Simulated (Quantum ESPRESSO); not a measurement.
# CuO (Tenorite) (C2/c) in Quantum ESPRESSO: a series of runs, part 2 of 2

Quantum ESPRESSO 7.5. The steps go on from the part before.

## Step 3: Wannier functions, LDA

Contents of pw.in:

```
&CONTROL
  calculation = 'scf'
  prefix = 'pwscf'
  outdir = './tmp'
  pseudo_dir = './pseudo'
  tprnfor = .true.
  tstress = .true.
  disk_io = 'low'
/
&SYSTEM
  ibrav = 0
  celldm(1) = 8
  nat = 4
  ntyp = 2
  ecutwfc = 56
  ecutrho = 448
  nbnd = 34
  occupations = 'smearing'
  smearing = 'fd'
  degauss = 0.00367493
/
&ELECTRONS
  conv_thr = 8d-10
  electron_maxstep = 120
  mixing_beta = 0.5
/
ATOMIC_SPECIES
Cu    63.5460 cu_lda_v1.2.uspp.F.UPF
O     15.9990 o_lda_v1.2.uspp.F.UPF
CELL_PARAMETERS alat
  0.5531818906194  -0.4042360396340   0.0000000000000
  0.5531818906194   0.4042360396340   0.0000000000000
 -0.2007898793840   0.0000000000000   1.1947484912637
ATOMIC_POSITIONS crystal
Cu     0.5000000000    0.0000000000    0.5000000000
Cu     0.0000000000    0.5000000000    0.0000000000
O      0.4184000000    0.5816000000    0.7500000000
O      0.5816000000    0.4184000000    0.2500000000
K_POINTS automatic
8 8 4 0 0 0
```

Changes to nscf.in since step 2:

```diff
@@ -29,4 +29,4 @@
 ATOMIC_SPECIES
-Cu    63.5460 cu_pbesol_v1.2.uspp.F.UPF
-O     15.9990 o_pbesol_v1.2.uspp.F.UPF
+Cu    63.5460 cu_lda_v1.2.uspp.F.UPF
+O     15.9990 o_lda_v1.2.uspp.F.UPF
 CELL_PARAMETERS alat
```

Contents of pw2wan.in:

```
&INPUTPP
  prefix = 'pwscf'
  outdir = './tmp'
  seedname = 'w'
  write_mmn = .true.
  write_amn = .true.
/
```

Changes to bands.in since step 2:

```diff
@@ -27,4 +27,4 @@
 ATOMIC_SPECIES
-Cu    63.5460 cu_pbesol_v1.2.uspp.F.UPF
-O     15.9990 o_pbesol_v1.2.uspp.F.UPF
+Cu    63.5460 cu_lda_v1.2.uspp.F.UPF
+O     15.9990 o_lda_v1.2.uspp.F.UPF
 CELL_PARAMETERS alat
```

Changes to w.win since step 2:

```diff
@@ -3,3 +3,3 @@
 guiding_centres = true
-dis_froz_max = 12.73
+dis_froz_max = 14.44
 dis_num_iter = 600
@@ -7,3 +7,3 @@
 dis_conv_tol = 1.0d-9
-num_iter = 0
+num_iter = 1200
 search_shells = 100
@@ -13,3 +13,3 @@
 num_print_cycles = 200
-fermi_energy = 11.7316
+fermi_energy = 11.4364
 bands_plot = true
```

Potentials or basis: GBRV 1.5 LDA.

The run is started by

```
$ OMP_NUM_THREADS=1 pw.x -in pw.in > pw.out
$ OMP_NUM_THREADS=1 pw.x -in nscf.in > nscf.out
$ wannier90.x -pp w
$ OMP_NUM_THREADS=1 pw2wannier90.x -in pw2wan.in > pw2wan.out
$ wannier90.x w
$ OMP_NUM_THREADS=1 pw.x -in bands.in > bands.out
```

pw.out:

```text
This program is part of the open-source Quantum ESPRESSO suite
     for quantum simulation of materials; please cite
[... 9 lines left out ...]
     --------------------
     sticks:   dense  smooth     PW     G-vecs:    dense   smooth      PW
     Sum        1021     515    163                43821    15447    2739

     Using Slab Decomposition

     bravais-lattice index     =            0
     lattice parameter (alat)  =       8.0000  a.u.
     unit-cell volume          =     273.5769 (a.u.)^3
     number of atoms/cell      =            4
     number of atomic types    =            2
     number of electrons       =        50.00
     number of Kohn-Sham states=           34
     kinetic-energy cutoff     =      56.0000  Ry
     charge density cutoff     =     448.0000  Ry
     scf convergence threshold =      8.0E-10
     mixing beta               =       0.5000
     number of iterations used =            8  plain     mixing
     Exchange-correlation= SLA  PZ   NOGX NOGC
                           (   1   1   0   0   0   0   0)

     celldm(1)=   8.000000  celldm(2)=   0.000000  celldm(3)=   0.000000
     celldm(4)=   0.000000  celldm(5)=   0.000000  celldm(6)=   0.000000

     crystal axes: (cart. coord. in units of alat)
               a(1) = (   0.553182  -0.404236   0.000000 )
               a(2) = (   0.553182   0.404236   0.000000 )
               a(3) = (  -0.200790   0.000000   1.194748 )

     reciprocal axes: (cart. coord. in units 2 pi/alat)
               b(1) = (  0.903862 -1.236901  0.151903 )
               b(2) = (  0.903862  1.236901  0.151903 )
               b(3) = ( -0.000000  0.000000  0.836996 )

     PseudoPot. # 1 for Cu read from file:
     cu_lda_v1.2.uspp.F.UPF
     Pseudo is Ultrasoft + core correction, Zval = 19.0
     Generated by new atomic code, or converted to UPF format
     Using radial grid of  867 points,  6 beta functions with:
                l(1) =   0
                l(2) =   0
                l(3) =   1
                l(4) =   1
                l(5) =   2
                l(6) =   2
     Q(r) pseudized with  8 coefficients,  rinner =    1.150   1.150   1.150
                                                       1.150   1.150

     PseudoPot. # 2 for O  read from file:
[... 558 lines left out ...]
     8.4651   8.8354   8.9412   9.1014   9.2083   9.3870   9.6517   9.7805
    11.1508  11.8565  15.0573  17.3670  20.5570  22.3952  23.8472  25.9701
    26.5882  27.7153

          k = 0.0000-0.3092-0.4185 (  1942 PWs)   bands (ev):

  -100.3163-100.3163 -58.3027 -58.3027 -58.2647 -58.2647 -57.9002 -57.9002
    -7.4553  -7.4553   5.0734   5.0734   6.1570   6.1570   6.8785   6.8785
     8.5780   8.5780   9.0149   9.0149   9.3548   9.3548   9.8833   9.8833
    11.3107  11.3107  16.2028  16.2028  22.4783  22.4783  23.5667  23.5667
    27.4383  27.4383
[... 139 lines left out ...]
  -100.3158-100.3157 -58.3083 -58.3068 -58.2651 -58.2641 -57.9041 -57.9032
    -7.3509  -6.7579   4.5735   5.1341   5.4824   5.8045   6.0271   7.0956
     8.7414   8.9799   9.0271   9.1168   9.4570   9.4804   9.7413   9.8477
    10.6762  11.7147  16.8311  17.4182  20.8182  21.0100  22.0206  24.5851
    25.8222  26.2009

          k = 0.0000-0.6185-0.4185 (  1944 PWs)   bands (ev):

  -100.3158-100.3158 -58.3076 -58.3076 -58.2645 -58.2645 -57.9036 -57.9036
    -7.0672  -7.0672   4.9631   4.9631   5.5967   5.5967   6.4985   6.4985
     8.8424   8.8424   9.0541   9.0541   9.5150   9.5150   9.8875   9.8875
    10.9796  10.9796  17.1530  17.1530  20.9809  20.9809  23.5260  23.5260
    26.0538  26.0538
[... 83 lines left out ...]
  -100.3153-100.3153 -58.3121 -58.3121 -58.2644 -58.2644 -57.9063 -57.9063
    -6.8022  -6.8022   4.9833   4.9833   5.3812   5.3812   6.3095   6.3095
     8.8169   8.8169   9.0701   9.0701   9.5826   9.5826   9.9022   9.9022
    11.1402  11.1402  17.0428  17.0428  20.2859  20.2859  23.5393  23.5393
    25.9961  25.9961

          k =-0.9039 0.0000-0.1519 (  1920 PWs)   bands (ev):

  -100.3153-100.3149 -58.3160 -58.3117 -58.2675 -58.2612 -57.9087 -57.9058
    -6.9125  -6.5432   3.8515   5.2303   5.3856   5.9152   6.6477   7.4877
     8.1673   8.7288   9.0968   9.1201   9.2358   9.2410   9.7648  10.1717
    10.7443  12.5002  14.5716  18.2834  19.7108  21.2407  22.7193  23.6781
    25.1385  26.2197

          k =-0.9039 0.0000 0.0573 (  1925 PWs)   bands (ev):

  -100.3152-100.3149 -58.3154 -58.3123 -58.2666 -58.2622 -57.9083 -57.9062
    -6.8617  -6.6008   4.0999   5.1509   5.5970   5.8547   6.2456   6.9722
     8.3239   9.0107   9.0886   9.1471   9.2978   9.4470   9.9984  10.1068
    10.6629  11.9668  15.1615  17.8912  19.4598  20.9669  23.4789  23.8594
    26.0190  26.6874

          k =-0.9039 0.0000-0.5704 (  1926 PWs)   bands (ev):

  -100.3151-100.3151 -58.3139 -58.3139 -58.2644 -58.2644 -57.9073 -57.9073
    -6.7346  -6.7346   4.7280   4.7280   5.7137   5.7137   6.3106   6.3106
     8.6524   8.6524   9.1277   9.1277   9.7240   9.7240  10.0841  10.0841
    11.0124  11.0124  16.4464  16.4464  20.2194  20.2194  24.1336  24.1336
    27.1268  27.1268

     the Fermi energy is    11.4364 ev

!    total energy              =    -871.54852312 Ry
     estimated scf accuracy    <          1.5E-10 Ry
     smearing contrib. (-TS)   =      -0.00130396 Ry
     internal energy E=F+TS    =    -871.54721916 Ry

     The total energy is F=E-TS. E is the sum of the following terms:
     one-electron contribution =    -620.12797642 Ry
     hartree contribution      =     336.39749323 Ry
     xc contribution           =     -90.64780296 Ry
     ewald contribution        =    -497.16893300 Ry

     convergence has been achieved in  13 iterations

     Forces acting on atoms (cartesian axes, Ry/au):

     atom    1 type  1   force =     0.00000000    0.00000000    0.00000000
     atom    2 type  1   force =     0.00000000    0.00000000    0.00000000
     atom    3 type  2   force =    -0.00000000   -0.01769901    0.00000000
     atom    4 type  2   force =     0.00000000    0.01769901    0.00000000

     Total force =     0.025030     Total SCF correction =     0.000002

     Computing stress (Cartesian axis) and pressure

          total   stress  (Ry/bohr**3)                   (kbar)     P=      -87.62
  -0.00065516  -0.00000000   0.00000629          -96.38       -0.00        0.92
   0.00000000  -0.00035603  -0.00000000            0.00      -52.37       -0.00
   0.00000629  -0.00000000  -0.00077572            0.92       -0.00     -114.11

=------------------------------------------------------------------------------=
   JOB DONE.
=------------------------------------------------------------------------------=
```

It took 5.7 min on 1 thread of Intel Xeon 6975P-C (Granite Rapids), shared host; peak memory 0.27 GiB.

What came out:

- Free energy: -11858.0217 eV
- Pressure: -8.8 GPa
- Largest force: 0.455 eV/Å
- Band gap on the k mesh: none (metal or under the smearing width)
- Total Wannier spread: 15.41 Å² over 26 functions
- RMS miss of the Wannier bands: 0.002 eV

Forces in eV/Å, atoms in the order of the input:
```
Cu   0.000  0.000  0.000
Cu   0.000  0.000  0.000
O    0.000 -0.455  0.000
O    0.000  0.455  0.000
```

Levels at the corners of the path, in eV from the Fermi level:
```csv
point,band 23,band 24,band 25,band 26,band 27,band 28
Γ,-2.22,-1.71,0.20,0.94,1.65,5.86
Y,-1.67,-1.26,-0.69,1.06,3.14,6.85
F,-1.38,-1.36,-0.68,0.18,4.04,5.94
L,-1.35,-1.35,-0.42,-0.42,5.01,5.01
I,-1.54,-1.54,-0.30,-0.30,5.65,5.65
I1,-1.54,-1.54,-0.30,-0.30,5.65,5.65
Z,-1.57,-1.57,0.23,0.23,3.84,3.84
F1,-1.38,-1.36,-0.68,0.18,4.04,5.94
Y,-1.67,-1.26,-0.69,1.06,3.14,6.85
X1,-1.43,-1.36,-1.35,0.88,4.68,6.97
X,-1.43,-1.36,-1.35,0.88,4.68,6.97
Γ,-2.22,-1.71,0.20,0.94,1.65,5.86
N,-1.56,-1.46,-0.01,0.24,4.63,6.13
M,-1.77,-1.66,-0.10,0.74,4.92,6.35
Γ,-2.22,-1.71,0.20,0.94,1.65,5.86
```

Wannier functions:
| function | nearest atom | distance (Å) | spread (Å²) | on-site energy from the reference level (eV) |
| --- | --- | --- | --- | --- |
| 1 | 1 Cu | 0.60 | 0.87 | 5.09 |
| 2 | 1 Cu | 0.55 | 0.87 | 5.59 |
| 3 | 1 Cu | 0.57 | 0.87 | 5.42 |
| 4 | 1 Cu | 0.60 | 0.87 | 5.09 |
| 5 | 1 Cu | 0.55 | 0.87 | 5.59 |
| 6 | 1 Cu | 0.00 | 0.32 | -2.46 |
| 7 | 1 Cu | 0.00 | 0.34 | -2.47 |
| 8 | 1 Cu | 0.57 | 0.87 | 5.42 |
| 9 | 1 Cu | 0.00 | 0.34 | -2.37 |
| 10 | 2 Cu | 0.60 | 0.87 | 5.08 |
| 11 | 2 Cu | 0.55 | 0.87 | 5.59 |
| 12 | 2 Cu | 0.60 | 0.87 | 5.08 |
| 13 | 2 Cu | 0.57 | 0.87 | 5.42 |
| 14 | 2 Cu | 0.55 | 0.87 | 5.59 |
| 15 | 2 Cu | 0.00 | 0.32 | -2.47 |
| 16 | 2 Cu | 0.00 | 0.34 | -2.47 |
| 17 | 2 Cu | 0.57 | 0.87 | 5.42 |
| 18 | 2 Cu | 0.00 | 0.34 | -2.37 |
| 19 | 3 O | 0.30 | 0.36 | -5.17 |
| 20 | 3 O | 0.32 | 0.38 | -5.19 |
| 21 | 3 O | 0.30 | 0.36 | -5.17 |
| 22 | 3 O | 0.32 | 0.38 | -5.19 |
| 23 | 4 O | 0.30 | 0.36 | -5.17 |
| 24 | 4 O | 0.32 | 0.38 | -5.19 |
| 25 | 4 O | 0.30 | 0.36 | -5.17 |
| 26 | 4 O | 0.32 | 0.38 | -5.19 |

Parts of the spread (Å²): invariant 12.18, diagonal 0.001, off-diagonal 3.23, total 15.41. Against the direct bands the interpolation misses by 2 meV (root mean square) and 8 meV at most, for states up to 1 eV over the reference level.

Caveat: the Wannier minimisation didn't converge; the run has no spin polarisation, though such a crystal can be magnetic; semilocal functionals often make such compounds metallic where correlation or magnetic order opens a gap, which also shifts bond lengths.
